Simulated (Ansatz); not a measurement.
Input of an Ansatz 0.2.0 run:

File input.yaml:

```yaml
crystal:
  lattice:
    - [3.232, 0.0, 0.0]
    - [-1.616, 2.798994105, 0.0]
    - [0.0, 0.0, 5.147]
  atoms:
    - { symbol: Zr, position: [0.6666666667, 0.3333333333, 0.75] }
    - { symbol: Zr, position: [0.3333333333, 0.6666666667, 0.25] }
kpoints:
  mp_grid: { grid: [9, 9, 5] }
scf:
  occupations: { method: gaussian, width: 0.022 }
hamiltonian:
  xc: pbe
  pseudopotentials: { kind: all_electron, lapw: { basis_error: 0.001 } }
output:
  forces: true
  stress: true
  eigenvalues: true
```

Potentials or basis: all-electron LAPW, scalar-relativistic.

Command:

```bash
$ ansatz run input.yaml --threads 1 --pin off --max-ram 3072MiB --backend cpu --events-out ev --progress --plain --runs-dir out
```

(1) Estimate the band gap on the k mesh.

(2) What does it give for the pressure?

## Answers

(1) none (metal or under the smearing width).

(2) 0.6 GPa.
